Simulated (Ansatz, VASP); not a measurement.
**Two plane-wave programs on PbS**

```
CELL_PARAMETERS angstrom
1.97855 -5.48610 0.00000
1.97855 5.48610 0.00000
0.00000 0.00000 4.16621
ATOMIC_POSITIONS crystal
Pb 0.87844 0.12156 0.75000
Pb 0.12156 0.87844 0.25000
S 0.63560 0.36440 0.75000
S 0.36440 0.63560 0.25000
```

Alike in both runs: functional PBEsol; k mesh 6 × 6 × 6; no spin polarisation.

Ansatz relaxed the structure, and its values are those at the end. VASP's run is a single point on that final structure, the one shown.

```csv
,VASP,Ansatz
version,VASP 6.6.1,Ansatz 0.2.0
potentials or method,"VASP PAW PBE potentials, release 64 (Pb_d, S)","plane waves, PAW"
plane-wave cutoff (eV),520,470
occupations,"gaussian, width 0.01 eV",fixed
valence electrons in the cell,40,40
```

|  | VASP | Ansatz | Ansatz less VASP |
| --- | --- | --- | --- |
| pressure (GPa) | 6.0 | 6.0 | +0.03 |

Caveats: the PAW data sets were made with another functional, which shifts forces and pressure a little (VASP). A k mesh can miss the band edges.
